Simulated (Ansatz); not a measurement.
# Ti under changes of volume

One of the cells (16.731 Å³/atom); the others are scaled copies at fixed shape and fractional positions:

```
CELL_PARAMETERS angstrom
0.00000 2.03000 2.03000
2.03000 0.00000 2.03000
2.03000 2.03000 0.00000
ATOMIC_POSITIONS crystal
Ti 0.00000 0.00000 0.00000
```

This isn't the form of Ti at room conditions, which is hcp.

```yaml
Program: Ansatz 0.2.0
Functional: r2SCAN
Potentials_or_basis: Ansatz PAW
Cutoff: "500 eV (not typed: the program's choice for these potentials)"
k_mesh: 11 × 11 × 11
Occupations: fermi-dirac, width 0.05 eV
Spin: no spin polarisation
```

```tsv
volume (Å³/atom)	energy over the lowest point (meV/atom)	pressure (GPa)
15.727	58.09	12.6
16.062	35.52	9.6
16.396	18.86	6.8
16.731	7.64	4.2
17.065	1.48	1.9
17.400	0.00	-0.3
17.735	?	?
```

**Question.** What does the run at 17.735 Å³/atom give?

**Answer.** Energy over the lowest point 2.90 meV/atom; pressure -2.3 GPa.

Worked out: A Birch-Murnaghan fit of order 3 (a polynomial in V^(-2/3)) to the other rows has its minimum at 17.34 Å³/atom with B0 = V·E''(V) = 109 GPa and B' = 2.9. It gives 2.88 meV/atom at 17.735 Å³/atom, against the run's 2.90, and -dE/dV = -2.4 GPa, against -2.3.

Energies are extrapolated to zero smearing.

Caveats: the PAW data sets come from PBE, with cores solved anew for the run's functional, which leaves a small shift of forces and pressure.
